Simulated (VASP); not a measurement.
# SnSe in VASP: notebook

One slab, SnSe, is run at these levels: PBE; tasks: single point.

Everything below comes from runs of VASP 6.6.1. Logs are shortened: lines on timing, memory, paths and dates and some standing lists are left out, and cuts for length are marked.

## (1) Starting point

The cell holds a slab with vacuum, 12 atoms: a = 4.190 Å, b = 4.460 Å, c = 18.925 Å, α = 90.00°, β = 90.00°, γ = 90.00°.

## (2) Single point, PBE

Input file INCAR:

```
SYSTEM = SnSe
PREC = Accurate
ENCUT = 460
EDIFF = 1E-7
ISMEAR = 0
SIGMA = 0.05
LREAL = .FALSE.
LASPH = .TRUE.
NELM = 120
ALGO = Normal
ISIF = 2
LWAVE = .FALSE.
LCHARG = .FALSE.
LDIPOL = .TRUE.
IDIPOL = 3
DIPOL = 0.5 0.5 0.500
GGA = PE
NBANDS = 80
LVHAR = .TRUE.
LVACPOTAV = .TRUE.
```

Input file KPOINTS:

```
regular mesh
0
G
  7 7 1
  0 0 0
```

Input file POSCAR:

```
SnSe
1.0
    4.1900000000      0.0000000000      0.0000000000
    0.0000000000      4.4600000000      0.0000000000
    0.0000000000      0.0000000000     18.9253000000
Se Sn
6 6
Direct
    0.7500000000      0.5210000000      0.1056786418
    0.2500000000      0.4790000000      0.2829704153
    0.7500000000      0.9790000000      0.4113541133
    0.2500000000      0.0210000000      0.5886458867
    0.7500000000      0.5210000000      0.7170295847
    0.2500000000      0.4790000000      0.8943213582
    0.2500000000      0.1030000000      0.1221851173
    0.7500000000      0.8970000000      0.2664639398
    0.2500000000      0.3970000000      0.4278605887
    0.7500000000      0.6030000000      0.5721394113
    0.2500000000      0.1030000000      0.7335360602
    0.7500000000      0.8970000000      0.8778148827
```

Potentials or basis: VASP PAW PBE potentials, release 64 (Se, Sn_d).

Started as:

```console
cat potpaw_PBE.64/Se/POTCAR potpaw_PBE.64/Sn_d/POTCAR > POTCAR
mpirun -np 1 vasp_std > vasp.out
```

OUTCAR:

```text
SYSTEM = SnSe
   PREC = Accurate
   ENCUT = 460
   EDIFF = 1E-7
   ISMEAR = 0
   LREAL = .FALSE.
   LASPH = .TRUE.
   NELM = 120
   ISIF = 2
   GGA = PE

 Found     16 irreducible k-points:

 Following reciprocal coordinates:
            Coordinates               Weight
  0.000000  0.000000  0.000000      1.000000
  0.142857  0.000000  0.000000      2.000000
  0.285714  0.000000  0.000000      2.000000
  0.428571  0.000000  0.000000      2.000000
  0.000000  0.142857  0.000000      2.000000
  0.142857  0.142857  0.000000      4.000000
   k-points           NKPTS =     16   k-points in BZ     NKDIM =     16   number of bands    NBANDS=     80
   number of dos      NEDOS =    301   number of ions     NIONS =     12
   total plane-waves  NPLWV = 134400
   dimension x,y,z NGX =    30 NGY =   32 NGZ =  140
   dimension x,y,z NGXF=    60 NGYF=   64 NGZF=  280
   ions per type =               6   6
   NGX,Y,Z   is equivalent  to a cutoff of  11.90, 11.93, 12.30 a.u.
   NGXF,Y,Z  is equivalent  to a cutoff of  23.81, 23.86, 24.60 a.u.
 SYSTEM =  SnSe
   PREC   = accura    normal or accurate (medium, high low for compatibility)
   ISTART =      0    job   : 0-new  1-cont  2-samecut
   ICHARG =      2    charge: 1-file 2-atom 10-const
   ISPIN  =      1    spin polarized calculation?
   LNONCOLLINEAR =      F non collinear calculations
   LSORBIT =      F    spin-orbit coupling
   LASPH  =      T    aspherical Exc in radial PAW
   ENCUT  =  460.0 eV  33.81 Ry    5.81 a.u.   7.33  7.80 33.10*2*pi/ulx,y,z
   NELM   =    120;   NELMIN=  2; NELMDL= -5     # of ELM steps
   EDIFF  = 0.1E-06   stopping-criterion for ELM
   LREAL  =      F    real-space projection
   EDIFFG = 0.1E-05   stopping-criterion for IOM
   NSW    =      0    number of steps for IOM
   IBRION =     -1    ionic relax: 0-MD 1-quasi-New 2-CG
   NFREE  =      0    steps in history (QN), initial steepest desc. (CG)
   ISIF   =      2    stress and relaxation
   ISYM   =      2    0-nonsym 1-usesym 2-fastsym
   POTIM  = 0.5000    time-step for ionic-motion
   TEBEG  =    0.0;   TEEND  =   0.0 temperature during run
   PSTRESS=    0.0 pullay stress
   NELECT =     120.0000    total number of electrons
   NUPDOWN=      -1.0000    fix difference up-down
   EMIN   =  10.00;   EMAX   =-10.00  energy-range for DOS
   EFERMI =   0.00;   METHOD = LEGACY
   ISMEAR =     0;   SIGMA  =   0.05  broadening in eV -4-tet -1-fermi 0-gaus
   EFERMI_NEDOS =   21; number of points for ismear=-14 and -15
   IALGO  =     38    algorithm
   IMIX   =      4    mixing-type and parameters
     AMIX     =   0.40;   BMIX     =  1.00
     AMIX_MAG =   1.60;   BMIX_MAG =  1.00
  volume/ion in A,a.u.               =      29.47       198.89
  Fermi-wavevector in a.u.,A,eV,Ry     =   1.141839  2.157762 17.739211  1.303795
  Thomas-Fermi vector in A             =   2.278538
   LORBIT       =      0    0 simple, 1 ext, 2 COOP (PROOUT), +10 PAW based schemes
   GGA     = PE    functional components
   LHFCALC =     F    Hartree Fock is set to
   AEXX    =    0.0000 exact exchange contribution
   IVDW    =     0    specifies the selected vdW correction
   LEPSILON=     F    determine dielectric tensor
   LRPA    =     F    only Hartree local field effects (RPA)
 non-spin polarized calculation
 Gauss-broadening in eV      SIGMA  =   0.05
  energy-cutoff  :      460.00
  volume of cell :      353.66
 maximum number of plane-waves:      7946
 NGX is ok and might be reduce to    30
   NGX = 15   NGY = 15   NGZ = 67

 number of electron     119.9999997 magnetization

 dipolmoment           0.000000      0.000000      0.000000 electrons x Angstroem

 Free energy of the ion-electron system (eV)
  ---------------------------------------------------
  ext. energy  EPLUGINS =         0.00000000
  ---------------------------------------------------
  free energy    TOTEN  =       -48.11167196 eV

  energy without entropy =      -48.11167196  energy(sigma->0) =      -48.11167196

 E-fermi :   4.7894     XC(G=0):  -9.1781

 val. band max:        4.5619720039   @ k =   0.0000   0.4286   0.0000
 cond. band min:       5.0220837164   @ k =   0.0000   0.2857   0.0000
 fundamental gap:      0.4601117125
 Fermi energy:         4.7893537212

 k-point     1 :       0.0000    0.0000    0.0000
  band No.  band energies     occupation
      1     -17.0967      2.00000
      2     -17.0963      2.00000
      3     -17.0514      2.00000
      4     -17.0511      2.00000
      5     -17.0433      2.00000
      6     -17.0432      2.00000
[... 64 lines left out ...]
     71       8.5203      0.00000
     72       8.5219      0.00000

 k-point     2 :       0.1429    0.0000    0.0000
  band No.  band energies     occupation
      1     -17.0951      2.00000
      2     -17.0948      2.00000
      3     -17.0520      2.00000
      4     -17.0517      2.00000
      5     -17.0433      2.00000
      6     -17.0432      2.00000
[... 64 lines left out ...]
     71       8.2288      0.00000
     72       8.2538      0.00000

 k-point     3 :       0.2857    0.0000    0.0000
  band No.  band energies     occupation
      1     -17.0917      2.00000
      2     -17.0915      2.00000
      3     -17.0534      2.00000
      4     -17.0532      2.00000
      5     -17.0434      2.00000
      6     -17.0433      2.00000
[... 64 lines left out ...]
     71       7.7735      0.00000
     72       7.8182      0.00000

 k-point     4 :       0.4286    0.0000    0.0000
  band No.  band energies     occupation
      1     -17.0891      2.00000
      2     -17.0890      2.00000
      3     -17.0544      2.00000
      4     -17.0543      2.00000
      5     -17.0434      2.00000
      6     -17.0434      2.00000
[... 64 lines left out ...]
     71       6.9140      0.00000
     72       7.0624      0.00000

 k-point     5 :       0.0000    0.1429    0.0000
  band No.  band energies     occupation
      1     -17.0961      2.00000
      2     -17.0957      2.00000
      3     -17.0513      2.00000
      4     -17.0510      2.00000
      5     -17.0435      2.00000
      6     -17.0434      2.00000
[... 64 lines left out ...]
     71       8.1872      0.00000
     72       8.2362      0.00000

 k-point     6 :       0.1429    0.1429    0.0000
  band No.  band energies     occupation
      1     -17.0945      2.00000
      2     -17.0942      2.00000
      3     -17.0520      2.00000
      4     -17.0517      2.00000
      5     -17.0435      2.00000
      6     -17.0434      2.00000
[... 64 lines left out ...]
     71       8.1958      0.00000
     72       8.2959      0.00000

 [... further k-points ...]

 [bands above 72 left out]

------------------------ aborting loop because EDIFF is reached ----------------------------------------

  FORCE on cell =-STRESS in cart. coord.  units (eV):
  Direction    XX          YY          ZZ          XY          YZ          ZX
  --------------------------------------------------------------------------------------
  -------------------------------------------------------------------------------------
  Total       -1.5937824     -2.2777353      1.9337704      0.0000000     -0.8832758      0.0000000
  in kB       -7.2201788    -10.3186333      8.7603979      0.0000000     -4.0014301      0.0000000
  external PRESSURE =      -2.9261381 kB  Pullay stress =       0.0000000 kB

 VOLUME and BASIS-vectors are now :
 -----------------------------------------------------------------------------
  energy-cutoff  :      460.00
  volume of cell :      353.66
      direct lattice vectors                 reciprocal lattice vectors
     4.190000000  0.000000000  0.000000000     0.238663484  0.000000000  0.000000000
     0.000000000  4.460000000  0.000000000     0.000000000  0.224215247  0.000000000
     0.000000000  0.000000000 18.925300000     0.000000000  0.000000000  0.052839321

 POSITION                                       TOTAL-FORCE (eV/Angst)
 -----------------------------------------------------------------------------------
      3.14250      2.32366      2.00000        -0.000000     -0.431990     -0.139799
      1.04750      2.13634      5.35530        -0.000000     -0.135479     -0.119083
      3.14250      4.36634      7.78500        -0.000000     -0.041972      0.136947
      1.04750      0.09366     11.14030        -0.000000      0.041972     -0.136947
      3.14250      2.32366     13.57000        -0.000000      0.135479      0.119083
      1.04750      2.13634     16.92530        -0.000000      0.431990      0.139799
      1.04750      0.45938      2.31239         0.000000      0.674927      0.161625
      3.14250      4.00062      5.04291        -0.000000     -0.049711     -0.248453
      1.04750      1.77062      8.09739        -0.000000      0.003496      0.006961
      3.14250      2.68938     10.82791        -0.000000     -0.003496     -0.006961
      1.04750      0.45938     13.88239        -0.000000      0.049711      0.248453
      3.14250      4.00062     16.61291        -0.000000     -0.674927     -0.161625
 -----------------------------------------------------------------------------------
    total drift:                                0.000000      0.000000      0.000000

  FREE ENERGIE OF THE ION-ELECTRON SYSTEM (eV)
  ---------------------------------------------------
  free  energy   TOTEN  =       -48.1116719575 eV

  energy  without entropy=      -48.1116719575  energy(sigma->0) =      -48.11167196
```

Run time: 4.7 min. Hardware: 1 thread of AMD EPYC 9R45 (Zen 5), shared host; peak memory 0.46 GiB.

These settings aren't checked as converged: the numbers below hold their error.

Results:

```
Free energy            : -48.1117 eV
Largest force          : 0.694 eV/Å
Band gap on the k mesh : 0.46 eV, indirect (least direct gap 0.68 eV)
```

Caveat: spin-orbit coupling is left out, which moves the levels of the heavy elements.

(Part 1 of 2 ends here.)
